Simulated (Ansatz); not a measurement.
# One crystal, many levels of theory: K4IBr3 (ordered model alloy, started on the KBr lattice) (Cmmm)

What gap does each level of theory give for K4IBr3 (ordered model alloy, started on the KBr lattice) (Cmmm), and in what time?

Program: Ansatz 0.2.0. Level of theory: density functionals, hybrids and G0W0, plane waves, PAW. Results are calculated unless marked as measured.

## Step 1: Starting point

The structure is orthorhombic, space group Cmmm (No. 65). Conventional cell: a = 9.182 Å, b = 12.981 Å, c = 4.588 Å, α = 90.00°, β = 90.00°, γ = 90.00°. Nearest to K lie 4 Br at 3.17 to 3.25 Å and 2 I at 3.33 Å. Nearest to K lie 5 Br at 3.17 to 3.25 Å and 1 I at 3.32 Å. Nearest to Br lie 6 K at 3.25 Å. Nearest to I lie 6 K at 3.32 to 3.33 Å. Br has 6 K at 3.17 Å nearest. It derives from KBr. Farther neighbours and most contacts between anions are not listed.

The structure was relaxed with LDA. The runs that relaxed it are not among those shown. Spin-orbit coupling is left out unless a step names it.

The logs state that the PAW files were generated under PBE.

## Step 2: LDA on the 4×4×4 mesh

Levels along a band path and on the mesh show where this functional puts the band edges.

This step: DFT, LDA, plane waves, PAW; PAW set soft_1.

input.yaml

```yaml
crystal:
  lattice:
    - [-0.0021714508, 6.4903646622, 6.4905351599]
    - [6.4903646622, -0.0021714508, 6.4905351599]
    - [6.4881932114, 6.4881932114, 0.0]
  atoms:
    - { symbol: K, position: [-0.0123917543, 0.0123917543, 0.0] }
    - { symbol: K, position: [-0.0123917543, 0.0123917543, 0.5] }
    - { symbol: K, position: [-0.0060389877, 0.4939610123, 0.0060389877] }
    - { symbol: K, position: [-0.0060389877, 0.4939610123, 0.5060389877] }
    - { symbol: K, position: [0.5060389877, 0.0060389877, -0.0060389877] }
    - { symbol: K, position: [0.5060389877, 0.0060389877, 0.4939610123] }
    - { symbol: K, position: [0.5123917543, 0.4876082457, 0.0] }
    - { symbol: K, position: [0.5123917543, 0.4876082457, 0.5] }
    - { symbol: Br, position: [0.25, 0.25, 0.25] }
    - { symbol: Br, position: [0.25, 0.25, 0.75] }
    - { symbol: I, position: [0.25, 0.75, 0.25] }
    - { symbol: I, position: [0.25, 0.75, 0.75] }
    - { symbol: Br, position: [0.75, 0.25, 0.25] }
    - { symbol: Br, position: [0.75, 0.25, 0.75] }
    - { symbol: Br, position: [0.75, 0.75, 0.25] }
    - { symbol: Br, position: [0.75, 0.75, 0.75] }
kpoints:
  mp_grid: { grid: [4, 4, 4] }
  band_path:
    path:
      - [[0.0, 0.0, 0.0], [0.5, 0.0, 0.0]]
      - [[0.0, 0.5, 0.0], [0.0, 0.0, 0.0], [0.0, 0.0, 0.5]]
      - [[0.5, 0.5, 0.5], [0.0, 0.0, 0.0]]
    npoints: 10
hamiltonian:
  xc: lda
  pseudopotentials: { kind: paw, azcp: { folder: soft_1 }, xc_functional: pbe }
scf:
  occupations: { method: fermi_dirac, width: 0.02 }
  n_extra_bands: 9
output:
  eigenvalues: true
  write_density: true
  write_potential: true
  elf: true
  volumetric_format: npy
```

Started as:

```bash
ansatz run input.yaml --threads 4 --pin off --max-ram 17510MiB --backend cpu --events-out ev --progress --plain --runs-dir out
```

Numbers of over 12 decimals in the logs are rounded to 6 here.

Output:

```text
scf.n_extra_bands = 9 over 74 filled bands (N_el = 148.0): the run solves 83 bands
Engine: ansatz 0.2.0, aarch64-unknown-linux-gnu
Pseudopotentials: kind: paw
Pseudopotential: K, paw, valence charge 9, recommended cutoff 420 eV (normal), soft_1/K.paw.azcp
Pseudopotential: Br, paw, valence charge 7, recommended cutoff 420 eV (normal), soft_1/Br.paw.azcp
Pseudopotential: I, paw, valence charge 17, recommended cutoff 420 eV (normal), soft_1/I.paw.azcp
Functional definition: SPW92
  exchange = slater_x
  correlation = pw_c
Crystal: 16 atoms, lattice volume = 546.825 Å³
Basis set: ecut = 420 eV, 10777 PW (Γ)
Bands: 83, of which v1, the nominal top of the filled ones, is band 74 counted from 1 (73 counted from 0)
Symmetry: 16 space group operations
Space group: Cmmm (ITA 65), of the structure as read, at distance tolerance 8.2e-5 Å
k-points: 18 of 64
Non-local potential: K, projectors of the file, l = 0: 3, l = 1: 2, l = 2: 2
Non-local potential: Br, projectors of the file, l = 0: 2, l = 1: 2, l = 2: 2
Non-local potential: I, projectors of the file, l = 0: 2, l = 1: 2, l = 2: 2, l = 3: 1
PAW form: soft (Blöchl's): semilocal exchange-correlation on the pseudo side does not see the compensation charge
PAW frozen core: K, regenerated for the run's functional, and the local potential with it (the file was generated under x = pbe(κ = 0.804, μ = 0.219515), c = pbe(β = 0.066725))
PAW frozen core: Br, regenerated for the run's functional, and the local potential with it (the file was generated under x = pbe(κ = 0.804, μ = 0.219515), c = pbe(β = 0.066725))
PAW frozen core: I, regenerated for the run's functional, and the local potential with it (the file was generated under x = pbe(κ = 0.804, μ = 0.219515), c = pbe(β = 0.066725))
PAW one-centre angular grid: K, 110 points (default); XC on 64 Gauss nodes
PAW one-centre angular grid: Br, 110 points (default); XC on 64 Gauss nodes
PAW one-centre angular grid: I, 590 points (default); XC on 64 Gauss nodes
Initial density: superposition of atomic densities (chi_scale 0.1, normalization cell, long waves kept (reshape's long-wave potential 0.02 eV rms))
Initial wavefunctions: pseudopotential atomic-orbital guess
Functional: x = slater, c = lda
SCF iter   1: F=—  HF=-42879.079511 eV  |F-HF|=—  |Δ(HF+E_count)|=         —  Δρ=3.99e-2  dr2=1.57e1  ethr=3.10e-3  ⟨swp⟩=10.1  Hψ=6988  notcnv=0
preconditioner: auto → Resta (q_TF=auto, 2.194 Å⁻¹)  ε∞=2.6  [insulator: Δε(μ)=2.397 eV  Ē_g=13.209 eV  σ=0.020 eV  W_gap=1.00  n_scr=112 (ndim 8)  ℏωp=16.8 eV  f_vac=0.000  D(μ)=0.00/eV (n_scr^D=0)  ε∞_Penn≈2.6]
SCF iter   2: F=—  HF=-42872.925128 eV  |F-HF|=—  |Δ(HF+E_count)|=    6.15e0  Δρ=1.20e-2  dr2=1.83e0  ethr=3.10e-3  ⟨swp⟩=3.9  Hψ=3810  notcnv=0  defer=59
SCF iter   3: F=—  HF=-42872.157283 eV  |F-HF|=—  |Δ(HF+E_count)|=   7.68e-1  Δρ=4.65e-3  dr2=1.61e-1  ethr=1.24e-3  ⟨swp⟩=3.9  Hψ=2829  notcnv=0  defer=59
SCF iter   4: F=—  HF=-42872.121856 eV  |F-HF|=—  |Δ(HF+E_count)|=   3.54e-2  Δρ=6.82e-4  dr2=4.59e-3  ethr=1.09e-4  ⟨swp⟩=3.8  Hψ=2468  notcnv=0  defer=60
SCF iter   5: F=—  HF=-42872.122081 eV  |F-HF|=—  |Δ(HF+E_count)|=   2.26e-4  Δρ=2.14e-4  dr2=2.61e-4  ethr=3.10e-6  ⟨swp⟩=2.3  Hψ=2527  notcnv=0  defer=59
SCF iter   6: F=—  HF=-42872.122343 eV  |F-HF|=—  |Δ(HF+E_count)|=   2.62e-4  Δρ=3.49e-5  dr2=7.91e-6  ethr=1.76e-7  ⟨swp⟩=2.0  Hψ=2782  notcnv=0  defer=59
SCF iter   7: F=—  HF=-42872.122720 eV  |F-HF|=—  |Δ(HF+E_count)|=   3.77e-4  Δρ=1.19e-5  dr2=9.04e-7  ethr=5.35e-9  ⟨swp⟩=2.0  Hψ=2768  notcnv=0  defer=59
SCF iter   8: F=-42872.122720 eV  HF=-42872.122720 eV  |F-HF|=3.74e-8  |Δ(HF+E_count)|=   1.08e-7  Δρ=2.53e-6  dr2=3.15e-8  ethr=6.76e-11  ⟨swp⟩=13.4  Hψ=8132  notcnv=0
SCF 1 converged in 8 iterations: F = -42872.122720 eV  dr2 = 3.15e-8
[...]
NSCF: frozen V_eff on 43 k-points
SCF converged after 8 iterations
Free energy (F): -42872.122720 eV
Harris-Foulkes:  -42872.122720 eV  (|F-HF|=3.74e-8)
Internal energy: -42872.122720 eV  (E = F + TS)
E sigma→0 (E₀):  -42872.122720 eV
Fermi energy:    4.195630 eV
--- Per-component energies (eV) ---
  E_band       = -1758.998115
  E_kinetic    = 3158.297094
  E_local      = -10926.065012  (includes V_loc(G=0)·N_el)
  E_nonlocal   = 689.475330
  E_hartree    = 4237.820286
  E_xc         = -2456.457057
  E_vxc        = -2201.197189  (∫ρ·V_xc dr)
  E_paw        = -28560.572514  (= ΣΔE_a)
  E_vpaw       = -955.141984  (= ΣTr[D̂ρ^β])
  E_aug_tail   = -0.004971  (compensation charges beyond the density's cutoff)
  E_ewald      = -9019.477327
  E_core_change = 4.861450  (= ΣΔE_core)
  E_smearing   = -0.000000  (= −TS)
  E_closure    = 0.000000  (closes the sum)
  Σ components = -42872.122720   (vs F -42872.122720, Δ=0.00e0)
--- Band table (eV; the first three rows and the last of 18) ---
  k-point 0: bands = [... 70 lower, 1.9211, 2.0649, 2.0986, 2.2565, 6.1164, 7.1056, 7.1170, 7.1206, ... 5 higher]
  k-point 1: bands = [... 70 lower, 1.8840, 1.9289, 1.9994, 2.0989, 6.5586, 7.3957, 7.3978, 7.4146, ... 5 higher]
  k-point 2: bands = [... 70 lower, 1.8747, 1.8747, 1.9440, 1.9440, 7.4059, 7.4059, 7.9797, 7.9797, ... 5 higher]
  k-point 17: bands = [... 70 lower, 1.7165, 1.7357, 1.8807, 2.1893, 7.6258, 7.6441, 7.6755, 7.9906, ... 5 higher]
```

Run time: 36 s. Hardware: 4 threads of Arm Neoverse V1, shared host; peak memory 1.9 GiB; 2.4 min of CPU time.

This step gave:

```
filled bands         : 74
gap                  : 3.860 eV
valence top at       : Γ
conduction bottom at : Γ
least direct gap     : 3.860 eV
```

Over mesh and path the gap is 3.860 eV, in a supercell, where edges may be folded.

## Step 3: LDA+SOC on the 4×4×4 mesh

This run has two-component orbitals with spin-orbit coupling.

This step: DFT, LDA with spin-orbit coupling, plane waves, PAW; PAW set soft_1.

Changes to input.yaml since step 2:

```diff
@@ -26,17 +26,18 @@
     path:
-      - [[0.0, 0.0, 0.0], [0.5, 0.0, 0.0]]
-      - [[0.0, 0.5, 0.0], [0.0, 0.0, 0.0], [0.0, 0.0, 0.5]]
-      - [[0.5, 0.5, 0.5], [0.0, 0.0, 0.0]]
-    npoints: 10
+      - [0.0, 0.0, 0.0]
+      - [0.5, 0.0, 0.0]
+      - [0.0, 0.5, 0.0]
+      - [0.0, 0.0, 0.5]
+      - [0.5, 0.5, 0.5]
+    npoints: 1
 hamiltonian:
   xc: lda
-  pseudopotentials: { kind: paw, azcp: { folder: soft_1 }, xc_functional: pbe }
+  pseudopotentials: { kind: paw_fr, azcp: { folder: soft_1 }, xc_functional: pbe }
 scf:
-  occupations: { method: fermi_dirac, width: 0.02 }
-  n_extra_bands: 9
+  occupations: { method: fixed }
+  n_extra_bands: 18
+magnetization:
+  noncollinear: true
+  spin_orbit: true
 output:
   eigenvalues: true
-  write_density: true
-  write_potential: true
-  elf: true
-  volumetric_format: npy
```

Output:

```text
[...]
non-collinear run that drives no moment, with spin-orbit: no starting moment large enough to seed its density (crystal.atoms[].spin), no starting occupations that ask for one, no magnetisation constraint and no magnetic field, so the semilocal B_xc is pinned to zero
Crystal: 16 atoms, lattice volume = 546.825 Å³
Basis set: ecut = 420 eV, 10777 PW (Γ)
Bands: 166, of which v1, the nominal top of the filled ones, is band 148 counted from 1 (147 counted from 0)
Symmetry: 16 space group operations + 16 with time reversal
[...]
k-points: 18 of 64
Projection manifold: j_resolved (fully-relativistic pseudo-atomic orbitals)
[...]
SCF iter   1: F=—  HF=-42887.154510 eV  |F-HF|=—  |Δ(HF+E_count)|=         —  Δρ=3.99e-2  dr2=1.57e1  dr2_m=0.00e0 (ungated)  ethr=3.10e-3  |M|=0.00e0 ∫|m|=0.00e0 μB  |m|>n=0.0e0 m-floor=0.0e0 τ_xc=0.0e0  β_m=0.30  ⟨swp⟩=11.7  Hψ=8127  notcnv=0  defer=262
[...]
site 7: m = (+0.0000, +0.0000, +0.0000) μB, |m| = 0.0000 μB  (R = 1.31 Å)
[...]
site 12: m = (+0.0000, +0.0000, +0.0000) μB, |m| = 0.0000 μB  (R = 1.31 Å)
  site 13: m = (+0.0000, +0.0000, +0.0000) μB, |m| = 0.0000 μB  (R = 1.31 Å)
  site 14: m = (+0.0000, +0.0000, +0.0000) μB, |m| = 0.0000 μB  (R = 1.34 Å)
  site 15: m = (+0.0000, +0.0000, +0.0000) μB, |m| = 0.0000 μB  (R = 1.34 Å)
Free energy (F): -42880.190698 eV
[...]
Internal energy: -42880.190698 eV  (E = F + TS)
E sigma→0 (E₀):  -42880.190698 eV
Fermi energy:    2.491255 eV
[...]
--- Band table (eV; the first three rows and the last of 18) ---
  k-point 0: bands = [... 144 lower, 2.3277, 2.3277, 2.4913, 2.4913, 6.1171, 6.1171, 7.1047, 7.1047, ... 14 higher]
  k-point 1: bands = [... 144 lower, 2.2122, 2.2122, 2.3297, 2.3297, 6.5599, 6.5599, 7.3947, 7.3947, ... 14 higher]
  k-point 2: bands = [... 144 lower, 2.1575, 2.1575, 2.1575, 2.1575, 7.4063, 7.4063, 7.4063, 7.4063, ... 14 higher]
  k-point 17: bands = [... 144 lower, 2.0047, 2.0047, 2.3769, 2.3769, 7.6260, 7.6260, 7.6440, 7.6440, ... 14 higher]
[key lines of the parts left out:]
SCF converged after 8 iterations
Magnetization: |M| = 0.0000 μB,  M = (+0.0000, +0.0000, +0.0000) μB
```

Elapsed: 4 min, on 4 threads; peak memory 5.2 GiB.

Numbers from this step:

```
gap                  : 3.626 eV
valence top at       : Γ
conduction bottom at : Γ
least direct gap     : 3.626 eV
```

Over mesh and listed points the gap is 3.626 eV, in a supercell, where edges may be folded. LDA+SOC against LDA: 3.626 − 3.860 = −0.234 eV, with the same mesh, set of files (read in its fully relativistic form for the spin-orbit run) and cutoff, and both edges at the same k points. The spin-orbit run sees mesh and listed points alone, so its gap is an upper bound: the coupling can move an edge off these points, and the change over the zone, its sign included where it is small, is not known.

## Step 4: r2SCAN on the 4×4×4 mesh

r2SCAN is a meta-GGA: it depends on the kinetic-energy density as well as on the density and its gradient.

This step: DFT, r2SCAN, plane waves, PAW; PAW set soft_1.

Changes to input.yaml since step 3:

```diff
@@ -33,10 +33,7 @@
 hamiltonian:
-  xc: lda
-  pseudopotentials: { kind: paw_fr, azcp: { folder: soft_1 }, xc_functional: pbe }
+  xc: r2scan
+  pseudopotentials: { kind: paw, azcp: { folder: soft_1 } }
 scf:
   occupations: { method: fixed }
-  n_extra_bands: 18
-magnetization:
-  noncollinear: true
-  spin_orbit: true
+  n_extra_bands: 9
 output:
```

Output:

```text
[...]
Crystal: 16 atoms, lattice volume = 546.825 Å³
Basis set: ecut = 500 eV, 13843 PW (Γ), exchange–correlation on 288×288×288 points (64 copies of the dense FFT grid, shifted against one another)
Bands: 83, of which v1, the nominal top of the filled ones, is band 74 counted from 1 (73 counted from 0)
Symmetry: 16 space group operations
[...]
k-points: 18 of 64
[...]
--- Band table (eV; the first three rows and the last of 18) ---
  k-point 0: bands = [... 70 lower, 1.8525, 1.9767, 2.0114, 2.1876, 7.0715, 7.7532, 7.7665, 7.7698, ... 5 higher]
  k-point 1: bands = [... 70 lower, 1.8164, 1.8702, 1.9163, 2.0310, 7.4864, 8.0505, 8.0530, 8.0723, ... 5 higher]
  k-point 2: bands = [... 70 lower, 1.8021, 1.8021, 1.8725, 1.8725, 8.2751, 8.2751, 8.6654, 8.6654, ... 5 higher]
  k-point 17: bands = [... 70 lower, 1.6656, 1.6751, 1.8031, 2.1286, 8.3153, 8.5467, 8.5953, 8.6890, ... 5 higher]
[key lines of the parts left out:]
SCF converged after 8 iterations
Free energy (F): -44183.452042 eV
Fermi energy:    2.187577 eV
```

Elapsed: 39 s, on 4 threads; peak memory 3.2 GiB; 2.6 min of CPU time.

This step gave:

* gap: 4.884 eV
* valence top at: Γ
* conduction bottom at: Γ
* least direct gap: 4.884 eV

Over mesh and listed points the gap is 4.884 eV, in a supercell, where edges may be folded. r2SCAN against LDA: 4.884 − 3.860 = +1.024 eV. The runs also differ in plane-wave cutoff (420 eV and 500 eV), so how much of this comes from the functional alone is not known.

## Step 5: HSE06 on the 2×2×2 mesh

HSE06 mixes in a quarter of exact exchange at short range.

This step: DFT, HSE06, plane waves, PAW; PAW set soft_1.

Changes to input.yaml since step 4:

```diff
@@ -23,3 +23,3 @@
 kpoints:
-  mp_grid: { grid: [4, 4, 4] }
+  mp_grid: { grid: [2, 2, 2] }
   band_path:
@@ -33,3 +33,3 @@
 hamiltonian:
-  xc: r2scan
+  xc: hse06
   pseudopotentials: { kind: paw, azcp: { folder: soft_1 } }
@@ -40 +40,5 @@
   eigenvalues: true
+  write_density: true
+  write_potential: true
+  elf: true
+  volumetric_format: npy
```

Output:

```text
[...]
davidson cushion auto → on  (no smearing: the cushion is to keep the highest requested band from converging to the state above it; pin scf.eigensolver.cushion to override)
Crystal: 16 atoms, lattice volume = 546.825 Å³
Basis set: ecut = 420 eV, 10777 PW (Γ)
Bands: 83, of which v1, the nominal top of the filled ones, is band 74 counted from 1 (73 counted from 0)
Symmetry: 16 space group operations
[...]
k-points: 5 of 8
[...]
E sigma→0 (E₀):  -44082.871422 eV
Fermi energy:    1.801629 eV
[...]
--- Band table (eV; the first three rows and the last of 5) ---
  k-point 0: bands = [... 70 lower, 1.4468, 1.5674, 1.6017, 1.8016, 7.1210, 7.9837, 7.9992, 8.0036, ... 5 higher]
  k-point 1: bands = [... 70 lower, 1.3916, 1.3916, 1.4615, 1.4615, 8.3805, 8.3805, 8.8877, 8.8877, ... 5 higher]
  k-point 2: bands = [... 70 lower, 1.2200, 1.4020, 1.4859, 1.7468, 8.3429, 8.4561, 8.8555, 8.8995, ... 5 higher]
  k-point 4: bands = [... 70 lower, 1.2559, 1.2689, 1.3904, 1.7434, 8.5446, 8.6486, 8.6763, 8.9439, ... 5 higher]
[key lines of the parts left out:]
Free energy (F): -44082.871422 eV
```

The job ended after 2.9 min (4 threads; peak memory 6.9 GiB).

Numbers from this step:

```
gap                     : 5.319 eV
valence top at          : Γ
conduction bottom at    : Γ
least direct gap        : 5.319 eV
exact-exchange fraction : 0.25
```

Over mesh and listed points the gap is 5.319 eV, in a supercell, where edges may be folded. HSE06 against LDA: 5.319 − 3.860 = +1.459 eV. The runs also differ in mesh (4×4×4 and 2×2×2), so how much of this comes from the functional alone is not known.

(Continued in part 2 of 2.)

[Paths, hosts, dates, memory and timing lines, banners, echoed tables and standing remarks are left out of the program output.]

[Logs are printed without paths, hosts, clocks, repeated set-up lines and the standing remarks that a program may print on its own settings, such as how far it seeks lower states.]

[Runs of the session that timed out or met a known fault of the program may be left out.]

[Cells called generated may have been cut or substituted from an entry of the Crystallography Open Database or the Materials Project.]

[Hosts, paths, dates, database ids (printed as entryN), source tags and the programs' standing remarks are cut or masked in the printed files.]

[Where an RPA ε∞ is given, it is that of the G0W0 mesh and is not shown converged in it. Names of k-points follow the symmetry that the program found, which can be lower than the space group named. Band edges on a path are those of the sampled points; other points can move an edge, and change direct to indirect where valleys lie close.]

[Hybrid gaps are those of their k-mesh and are not shown converged in it.]
